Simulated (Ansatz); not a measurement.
# TaS2: the cost of one run

Program: Ansatz 0.2.0. Level of theory: DFT PBE+D3(BJ), scalar-relativistic, plane waves, PAW. These are calculated values, not measurements.

1 further run of the same task is left out (set aside as unsound or not needed).

## 1. The structure to begin with

Symmetry: P-3m1, No. 164, trigonal system. Conventional cell: a = 3.337 Å, b = 3.337 Å, c = 5.793 Å, α = 90.00°, β = 90.00°, γ = 120.00°. Ta (site symmetry -3m) has 6 S at 2.47 Å as nearest neighbours. S (site symmetry 3m) has 3 Ta at 2.47 Å as nearest neighbours.

Structure file:

```xyz
3
Lattice="3.3371 0.0000 0.0000 -1.6686 2.8900 0.0000 0.0000 0.0000 5.7932" Properties=species:S:1:pos:R:3 pbc="T T T"
Ta    0.0000    0.0000    0.0000
S     0.0000    1.9267    1.5426
S     1.6686    0.9633    4.2506
```

This cell was relaxed beforehand with the same method: volume 18.62 Å³/atom, gap on the mesh none (metal).

## 2. Strained cells: the elastic tensor

The input, input.yaml:

```yaml
crystal:
  lattice:
    - [3.3371225017, 0.0, 0.0]
    - [-1.6685612509, 2.890032862, 0.0]
    - [0.0, 0.0, 5.7932351693]
  atoms:
    - { symbol: Ta, position: [0.0, 0.0, 0.0] }
    - { symbol: S, position: [0.3333333333, 0.6666666667, 0.2662800817] }
    - { symbol: S, position: [0.6666666667, 0.3333333333, 0.7337199183] }
basis:
  ecutwfc: 240.0
kpoints:
  mp_grid: { grid: [15, 15, 8] }
hamiltonian:
  xc: pbe
  dispersion: d3bj
scf:
  occupations: { method: fermi_dirac, width: 0.15 }
output:
  forces: true
  stress: true
  eigenvalues: true
elastic:
  mode: relaxed_ion
  amplitude: 0.005
  stencil: two_point
```

Launch:

```
$ ansatz run input.yaml --threads 1 --pin off --max-ram 2560MiB --backend cpu --events-out ev --progress --plain --runs-dir out
```

What time and memory should one allow on 1 thread of AMD EPYC (Zen 3), shared host?

About 8.6 min, with a peak of 0.52 GiB.
